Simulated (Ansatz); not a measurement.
SnO2: the change of energy above lowest point and pressure with volume scale

Free energy against uniform scaling of the volume at fixed shape and fractions; periodic cell, basis, potentials, k mesh and filling as listed. The results are calculated, by Ansatz 0.2.0.

The cell before it is scaled or strained (space group Pnnm, No. 58):
```
SnO2
1.0
      4.7880     0.0000     0.0000
      0.0000     4.8666     0.0000
      0.0000     0.0000     3.2409
Sn O
2 4
Direct
  0.50000 0.50000 0.50000
  0.00000 0.00000 0.00000
  0.29185 0.32104 0.00000
  0.79186 0.17896 0.50000
  0.20814 0.82104 0.50000
  0.70814 0.67896 0.00000
```

Settings of every row: functional PBEsol; dispersion none; potentials PAW; wave cutoff 500 eV; density cutoff 2000 eV; k mesh 4x4x6; k shift 0x0x0; occupations fixed; smearing width 0 eV; spin none.

Limits: the cell comes from a prototype or a list of computed structures and needn't be the stable phase.

```csv
row,volume scale,V (Å³/atom),energy above lowest point (meV/atom),pressure (GPa)
1,0.94,11.831,5.5,5.84
2,0.96,12.083,0,1.28
3,0.98,12.334,?,?
4,1,12.586,8.4,-6.33
5,1.02,12.838,20.9,-9.48
6,1.04,13.09,38,-12.23
7,1.06,13.341,59.1,-14.63
```

Question: what energy above lowest point and pressure should row 3 give?

Worked fit of energy above lowest point. Take u = (V_r/V)^(2/3) − 1 with V_r = 12.712 Å³ an atom, which is twice the finite (Eulerian) strain; such expansions in the strain, on which the Birch-Murnaghan equation of state is built, carry the rest volume and the bulk modulus. The shown rows have u = 0.04905, 0.03441, 0.00666, -0.00655, -0.01935, -0.03168. Least squares give energy above lowest point = 14.03 − 945.2 × u + 15327 × u² + 8095 × u³ meV/atom; a parabola predicts inner rows, each left out in turn, worse (root mean square 0.17 against 0.036 meV/atom). All shown rows lie on it to the printed digit. Its lowest point lies at u = 0.0301, or V = 12.16 Å³ an atom, and the curvature there gives the bulk modulus at fixed shape and fractions, B = (4/9)(1 + u)² E″(u)/V = 200 GPa. Letting shape and atoms relax would as a rule lower it, by much in layered, chain or molecular crystals. The withheld row has u = 0.02033, so the fit gives 14.03 − 945.2 × (0.02033) + 15327 × (0.02033)² + 8095 × (0.02033)³ = 1.2 meV/atom.

The calculation gave 1.2 meV/atom. The fit meets it to the printed digit.

Worked fit of pressure. Take u = (V_r/V)^(2/3) − 1 with V_r = 12.712 Å³ an atom, which is twice the finite (Eulerian) strain; such expansions in the strain, on which the Birch-Murnaghan equation of state is built, carry the rest volume and the bulk modulus. The shown rows have u = 0.04905, 0.03441, 0.00666, -0.00655, -0.01935, -0.03168. Least squares give pressure = −7.954 + 238.3 × u + 874.8 × u² GPa; a straight line predicts inner rows, each left out in turn, worse (root mean square 0.55 against 0.0061 GPa). The rows lie off it by 0.00, 0.00, 0.00, 0.00, 0.01, 0.00. The pressure vanishes at u = 0.0301, or V = 12.16 Å³ an atom, and there the bulk modulus at fixed shape and fractions is B = −V dP/dV = (2/3)(1 + u) dP/du = 200 GPa. Letting shape and atoms relax would as a rule lower it, by much in layered, chain or molecular crystals. The withheld row has u = 0.02033, so the fit gives −7.954 + 238.3 × (0.02033) + 874.8 × (0.02033)² = -2.75 GPa.

The calculation gave -2.76 GPa. The fit lies 0.01 GPa (0.049 % of the column's range) above it, one unit of the last digit.
